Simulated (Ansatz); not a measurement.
## All-electron equations of state of elemental crystals

All-electron LAPW (Ansatz 0.2.0), scalar-relativistic, no spin, Fermi–Dirac smearing 0.136 eV, k-meshes of 8 to 18 points an axis; Birch–Murnaghan fits to pressures. Some or most of these lattices are hypothetical for the element, and V0 is the minimum nearest the starting volume; lattices without a usable fit are left out; mesh and smearing are coarse, and magnetic elements are treated as non-magnetic.

```csv
element,lattice,functional,V0 (Å³/atom),B0 (GPa),B′,k-points per axis
N,bcc,LDA,6.70,231,4.0,18
N,bcc,PBE,7.24,185,4.1,18
N,bcc,PBEsol,6.87,215,4.0,18
N,diamond,LDA,8.55,175,3.2,11
N,diamond,PBE,9.16,155,3.3,11
N,diamond,PBEsol,8.78,167,3.3,11
N,fcc,LDA,7.06,221,4.1,18
N,sc,LDA,6.00,250,2.2,18
N,sc,PBE,6.50,182,2.2,17
N,sc,PBEsol,6.18,247,3.1,18
```

**Question.** Give V0 and B0 for fcc N in PBEsol.

**Answer.** 7.23 Å³/atom and 205.4 GPa.

**Question.** Give V0 and B0 for fcc N in PBE.

**Answer.** 7.61 Å³/atom and 177.0 GPa.
